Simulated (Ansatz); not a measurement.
# Ruthenium, omega (AlB2-type) under RPBE: from relaxation to bulk modulus, part 2 of 2

What does RPBE give for ruthenium in the omega (AlB2-type) structure? We relax it, solve it on a dense k-mesh, then scale the cell to 7 volumes from 88 to 112 % of the relaxed one and try a fit of the equation of state. Spin polarisation is left out. The k-meshes are 9×9×12 for the relaxation; 11×11×15 for the dense run; 10×10×13 for the volumes.

Ansatz 0.2.0; DFT, RPBE, plane waves (420 eV) with PAW, scalar-relativistic.

## (5) The cell scaled to 92 % of its volume

Input file input.yaml:

```yaml
crystal:
  lattice:
    - [4.1725129897, 0.0, 0.0]
    - [-2.0862564948, 3.6135022467, 0.0]
    - [0.0, 0.0, 2.623820566]
  atoms:
    - { symbol: Ru, position: [1.0, 0.0, 0.0] }
    - { symbol: Ru, position: [0.3333333333, 0.6666666667, 0.5] }
    - { symbol: Ru, position: [0.6666666667, 0.3333333333, 0.5] }
hamiltonian:
  xc: rpbe
  pseudopotentials:
    kind: paw
    azcp:
      Ru: "pseudopotentials/Ru.paw.azcp"
basis:
  ecutwfc: 420
  fft_grid_basis: typed
kpoints:
  mp_grid: { grid: [10, 10, 13], shift: [0, 0, 0] }
magnetization:
  spin_polarized: false
scf:
  occupations: { method: fermi_dirac, width: 0.1 }
  lower_state_search: "off"
output:
  stress: true
  write_density: true
  write_potential: true
  elf: true
  volumetric_format: npy
```

Output (excerpt; [...] marks lines left out):

```text
Warning: RAYON_NUM_THREADS=2 ignored (pool sized by the plan → 2); use --threads N
[...]
Pseudopotentials: kind: paw
Pseudopotential: Ru, paw, valence charge 16, recommended cutoff 420 eV (normal), <dir>
Functional definition: RPBE
[...]
Crystal: 3 atoms, lattice volume = 39.560 Å³
Basis set: ecut = 420 eV, 771 PW (Γ)
Bands: 29, of which v1, the nominal top of the filled ones, is band 24 counted from 1 (23 counted from 0)
Symmetry: 24 space group operations
Space group: P6/mmm (ITA 191), of the structure as read, at distance tolerance 3.4e-5 Å
k-points: 98 of 1300
[...]
SCF iter   1: F=—  HF=-17656.966388 eV  |F-HF|=—  |Δ(HF+E_count)|=         —  Δρ=9.66e-3  dr2=1.81e-2  ethr=1.77e-3  ⟨swp⟩=5.0  Hψ=10186  notcnv=0
[...]
SCF iter   6: F=-17656.968134 eV  HF=-17656.968134 eV  |F-HF|=1.47e-9  |Δ(HF+E_count)|=   1.59e-8  Δρ=3.96e-6  dr2=3.23e-9  ethr=2.08e-10  ⟨swp⟩=7.6  Hψ=17111  notcnv=0
[...]
SCF converged after 6 iterations
Free energy (F): -17656.968134 eV
[...]
E sigma→0 (E₀):  -17656.915260 eV
Entropy (-TS):   -0.105748 eV (-35.249 meV/atom)
Fermi energy:    24.655043 eV
[...]
--- Stress (GPa, compression-positive) ---
       29.156972      -0.000000       0.000000
       -0.000000      29.156972       0.000000
        0.000000       0.000000      26.255742
  P = ⅓ Tr σ = 28.1899 GPa (281.899 kbar)
--- Band table (eV; the first three rows and the last of 98) ---
[...]
```

Wall time 4.1 s (2 threads of an Arm CPU, shared host); peak memory 0.36 GiB.

## (6) The cell scaled to 96 % of its volume

Edit input.yaml of step 5 so:

```diff
@@ -2,5 +2,5 @@
   lattice:
-    - [4.1725129897, 0.0, 0.0]
-    - [-2.0862564948, 3.6135022467, 0.0]
-    - [0.0, 0.0, 2.623820566]
+    - [4.2321283724, 0.0, 0.0]
+    - [-2.1160641862, 3.6651306826, 0.0]
+    - [0.0, 0.0, 2.6613087818]
   atoms:
@@ -27,5 +27 @@
   stress: true
-  write_density: true
-  write_potential: true
-  elf: true
-  volumetric_format: npy
```

Output (excerpt; [...] marks lines left out):

```text
Warning: RAYON_NUM_THREADS=2 ignored (pool sized by the plan → 2); use --threads N
[...]
[... 3 set-up lines as earlier in the session ...]
[...]
Crystal: 3 atoms, lattice volume = 41.280 Å³
Basis set: ecut = 420 eV, 807 PW (Γ)
Bands: 29, of which v1, the nominal top of the filled ones, is band 24 counted from 1 (23 counted from 0)
[... 2 set-up lines as earlier in the session ...]
k-points: 98 of 1300
[...]
SCF iter   1: F=—  HF=-17657.179889 eV  |F-HF|=—  |Δ(HF+E_count)|=         —  Δρ=9.53e-3  dr2=1.83e-2  ethr=1.77e-3  ⟨swp⟩=4.9  Hψ=10042  notcnv=0
[...]
SCF iter   6: F=-17657.182943 eV  HF=-17657.182943 eV  |F-HF|=1.02e-10  |Δ(HF+E_count)|=   1.84e-8  Δρ=2.82e-6  dr2=1.14e-9  ethr=2.08e-10  ⟨swp⟩=4.0  Hψ=9329  notcnv=0
[...]
SCF converged after 6 iterations
Free energy (F): -17657.182943 eV
[...]
E sigma→0 (E₀):  -17657.126416 eV
Entropy (-TS):   -0.113053 eV (-37.684 meV/atom)
Fermi energy:    23.406007 eV
[...]
--- Stress (GPa, compression-positive) ---
       12.773533       0.000000       0.000000
        0.000000      12.773533       0.000000
        0.000000       0.000000      11.777453
  P = ⅓ Tr σ = 12.4415 GPa (124.415 kbar)
```

It took 3 s on 2 threads of an Arm CPU, shared host; peak memory 0.35 GiB.

## (7) The cell scaled to 100 % of its volume

Edit input.yaml of step 6 so:

```diff
@@ -2,5 +2,5 @@
   lattice:
-    - [4.2321283724, 0.0, 0.0]
-    - [-2.1160641862, 3.6651306826, 0.0]
-    - [0.0, 0.0, 2.6613087818]
+    - [4.2901099387, 0.0, 0.0]
+    - [-2.1450549693, 3.715344192, 0.0]
+    - [0.0, 0.0, 2.6977695973]
   atoms:
@@ -27 +27,5 @@
   stress: true
+  write_density: true
+  write_potential: true
+  elf: true
+  volumetric_format: npy
```

Output (excerpt; [...] marks lines left out):

```text
Warning: RAYON_NUM_THREADS=2 ignored (pool sized by the plan → 2); use --threads N
[...]
[... 3 set-up lines as earlier in the session ...]
[...]
Crystal: 3 atoms, lattice volume = 43.000 Å³
Basis set: ecut = 420 eV, 843 PW (Γ)
Bands: 29, of which v1, the nominal top of the filled ones, is band 24 counted from 1 (23 counted from 0)
[... 2 set-up lines as earlier in the session ...]
k-points: 98 of 1300
[...]
SCF iter   1: F=—  HF=-17657.243126 eV  |F-HF|=—  |Δ(HF+E_count)|=         —  Δρ=9.52e-3  dr2=2.01e-2  ethr=1.77e-3  ⟨swp⟩=4.7  Hψ=9854  notcnv=0
[...]
SCF iter   6: F=-17657.247040 eV  HF=-17657.247040 eV  |F-HF|=2.07e-9  |Δ(HF+E_count)|=   3.90e-8  Δρ=4.84e-6  dr2=4.76e-9  ethr=2.08e-10  ⟨swp⟩=7.4  Hψ=17568  notcnv=0
[...]
SCF converged after 6 iterations
Free energy (F): -17657.247040 eV
[...]
E sigma→0 (E₀):  -17657.186678 eV
Entropy (-TS):   -0.120722 eV (-40.241 meV/atom)
Fermi energy:    22.255195 eV
[...]
--- Stress (GPa, compression-positive) ---
       -0.188038      -0.000000       0.000000
       -0.000000      -0.188038       0.000000
        0.000000       0.000000       0.335620
  P = ⅓ Tr σ = -0.0135 GPa (-0.135 kbar)
--- Band table (eV; the first three rows and the last of 98) ---
[...]
```

Run time: 4.5 s. Hardware: 2 threads of an Arm CPU, shared host; peak memory 0.36 GiB.

## (8) The cell scaled to 104 % of its volume

Edit input.yaml of step 7 so:

```diff
@@ -2,5 +2,5 @@
   lattice:
-    - [4.2901099387, 0.0, 0.0]
-    - [-2.1450549693, 3.715344192, 0.0]
-    - [0.0, 0.0, 2.6977695973]
+    - [4.3465652278, 0.0, 0.0]
+    - [-2.1732826139, 3.7642359065, 0.0]
+    - [0.0, 0.0, 2.7332706368]
   atoms:
@@ -27,5 +27 @@
   stress: true
-  write_density: true
-  write_potential: true
-  elf: true
-  volumetric_format: npy
```

Output (excerpt; [...] marks lines left out):

```text
Warning: RAYON_NUM_THREADS=2 ignored (pool sized by the plan → 2); use --threads N
[...]
[... 3 set-up lines as earlier in the session ...]
[...]
Crystal: 3 atoms, lattice volume = 44.720 Å³
Basis set: ecut = 420 eV, 915 PW (Γ)
Bands: 29, of which v1, the nominal top of the filled ones, is band 24 counted from 1 (23 counted from 0)
[... 2 set-up lines as earlier in the session ...]
k-points: 98 of 1300
[...]
SCF iter   1: F=—  HF=-17657.188267 eV  |F-HF|=—  |Δ(HF+E_count)|=         —  Δρ=9.76e-3  dr2=2.54e-2  ethr=1.77e-3  ⟨swp⟩=4.5  Hψ=9658  notcnv=0
[...]
SCF iter   6: F=-17657.192035 eV  HF=-17657.192035 eV  |F-HF|=1.92e-9  |Δ(HF+E_count)|=   5.16e-8  Δρ=6.11e-6  dr2=5.59e-9  ethr=2.08e-10  ⟨swp⟩=4.0  Hψ=10393  notcnv=0
[...]
SCF converged after 6 iterations
Free energy (F): -17657.192035 eV
[...]
E sigma→0 (E₀):  -17657.127675 eV
Entropy (-TS):   -0.128721 eV (-42.907 meV/atom)
Fermi energy:    21.191636 eV
[...]
--- Stress (GPa, compression-positive) ---
      -10.422638      -0.000000       0.000000
       -0.000000     -10.422638       0.000000
        0.000000       0.000000      -8.686885
  P = ⅓ Tr σ = -9.8441 GPa (-98.441 kbar)
```

Run time: 3.3 s. Hardware: 2 threads of an Arm CPU, shared host; peak memory 0.36 GiB.

## (9) The cell scaled to 108 % of its volume

Edit input.yaml of step 8 so:

```diff
@@ -2,5 +2,5 @@
   lattice:
-    - [4.3465652278, 0.0, 0.0]
-    - [-2.1732826139, 3.7642359065, 0.0]
-    - [0.0, 0.0, 2.7332706368]
+    - [4.4015908823, 0.0, 0.0]
+    - [-2.2007954411, 3.8118895211, 0.0]
+    - [0.0, 0.0, 2.7678726726]
   atoms:
@@ -27 +27,5 @@
   stress: true
+  write_density: true
+  write_potential: true
+  elf: true
+  volumetric_format: npy
```

Output (excerpt; [...] marks lines left out):

```text
Warning: RAYON_NUM_THREADS=2 ignored (pool sized by the plan → 2); use --threads N
[...]
[... 3 set-up lines as earlier in the session ...]
[...]
Crystal: 3 atoms, lattice volume = 46.440 Å³
Basis set: ecut = 420 eV, 915 PW (Γ)
Bands: 29, of which v1, the nominal top of the filled ones, is band 24 counted from 1 (23 counted from 0)
[... 1 set-up line as earlier in the session ...]
Space group: P6/mmm (ITA 191), of the structure as read, at distance tolerance 3.6e-5 Å
k-points: 98 of 1300
[...]
SCF iter   1: F=—  HF=-17657.040083 eV  |F-HF|=—  |Δ(HF+E_count)|=         —  Δρ=1.03e-2  dr2=3.65e-2  ethr=1.77e-3  ⟨swp⟩=4.4  Hψ=9566  notcnv=0
[...]
SCF iter   6: F=-17657.043179 eV  HF=-17657.043179 eV  |F-HF|=8.55e-10  |Δ(HF+E_count)|=   7.72e-8  Δρ=7.84e-6  dr2=7.81e-9  ethr=2.08e-10  ⟨swp⟩=7.3  Hψ=18260  notcnv=0
[...]
SCF converged after 6 iterations
Free energy (F): -17657.043179 eV
[...]
E sigma→0 (E₀):  -17656.974670 eV
Entropy (-TS):   -0.137018 eV (-45.673 meV/atom)
Fermi energy:    20.205989 eV
[...]
--- Stress (GPa, compression-positive) ---
      -18.473950       0.000000       0.000000
        0.000000     -18.473950       0.000000
        0.000000       0.000000     -15.775002
  P = ⅓ Tr σ = -17.5743 GPa (-175.743 kbar)
--- Band table (eV; the first three rows and the last of 98) ---
[...]
```

It took 4.8 s on 2 threads of an Arm CPU, shared host; peak memory 0.37 GiB.

## (10) The cell scaled to 112 % of its volume

Edit input.yaml of step 9 so:

```diff
@@ -2,5 +2,5 @@
   lattice:
-    - [4.4015908823, 0.0, 0.0]
-    - [-2.2007954411, 3.8118895211, 0.0]
-    - [0.0, 0.0, 2.7678726726]
+    - [4.4552741106, 0.0, 0.0]
+    - [-2.2276370553, 3.8583805606, 0.0]
+    - [0.0, 0.0, 2.8016305444]
   atoms:
```

Output (excerpt; [...] marks lines left out):

```text
Warning: RAYON_NUM_THREADS=2 ignored (pool sized by the plan → 2); use --threads N
[...]
[... 3 set-up lines as earlier in the session ...]
[...]
Crystal: 3 atoms, lattice volume = 48.160 Å³
Basis set: ecut = 420 eV, 939 PW (Γ)
Bands: 29, of which v1, the nominal top of the filled ones, is band 24 counted from 1 (23 counted from 0)
[... 2 set-up lines as earlier in the session ...]
k-points: 98 of 1300
[...]
SCF iter   1: F=—  HF=-17656.820026 eV  |F-HF|=—  |Δ(HF+E_count)|=         —  Δρ=1.10e-2  dr2=5.50e-2  ethr=1.77e-3  ⟨swp⟩=5.0  Hψ=22195  notcnv=0  defer=47
[...]
SCF iter   6: F=-17656.820729 eV  HF=-17656.820729 eV  |F-HF|=2.23e-9  |Δ(HF+E_count)|=   1.08e-9  Δρ=1.30e-5  dr2=2.02e-8  ethr=2.08e-10  ⟨swp⟩=11.4  Hψ=22647  notcnv=0
[...]
SCF converged after 6 iterations
Free energy (F): -17656.820729 eV
[...]
E sigma→0 (E₀):  -17656.747935 eV
Entropy (-TS):   -0.145588 eV (-48.529 meV/atom)
Fermi energy:    19.290231 eV
[...]
--- Stress (GPa, compression-positive) ---
      -24.771775      -0.000000       0.000000
       -0.000000     -24.771775       0.000000
        0.000000       0.000000     -21.312702
  P = ⅓ Tr σ = -23.6188 GPa (-236.188 kbar)
--- Band table (eV; the first three rows and the last of 98) ---
[...]
```

Wall time 6.3 s (2 threads of an Arm CPU, shared host); peak memory 0.39 GiB.

## (11) Energy and pressure against volume

All volumes keep the relaxed shape and fractional coordinates.

```
V (Å³/atom)  E − E₀ (meV/atom)  P from the stress (GPa)  P from the fit (GPa)
     12.613              224.4                    48.09                 47.87
     13.187               90.4                    28.19                 27.84
     13.760               20.1                    12.44                 12.07
     14.333                0.0                    -0.01                 -0.37
     14.907               19.6                    -9.84                -10.20
     15.480               70.6                   -17.57                -17.97
     16.053              146.2                   -23.62                -24.09
```

A third-order Birch-Murnaghan fit gives V₀ = 14.314 Å³/atom, B₀ = 278 GPa and B₀′ = 4.9; it misses no point by more than 0.07 meV/atom.

The fit is made to E(σ → 0), while the stress belongs to the free energy F; that is one source of the offset between the two pressures.

## (12) Summary of results

The summary covers parts 1 to 2.

```
                      quantity                                   value
space group (spins left aside)                        P6/mmm (No. 191)
             conventional cell  a = 4.290 Å, c = 2.698 Å (c/a = 0.629)
                        volume                          14.333 Å³/atom
             shortest distance                                 2.477 Å
               gap on the mesh            none (levels filled in part)
               relative to hcp                           +252 meV/atom
                   V₀, B₀, B₀′            14.314 Å³/atom, 278 GPa, 4.9
```

In words: The relaxation enlarged the cell by 5.7 % in volume. It lies 252 meV/atom above the element's reference form at the same level (hcp, from a run of its own). No gap shows: it is a metal or semimetal at this level. B₀ comes out at 278 GPa; letting shape and positions relax at each volume could only lower it. The symmetry was held, so the structure may be unstable against distortions that break it.
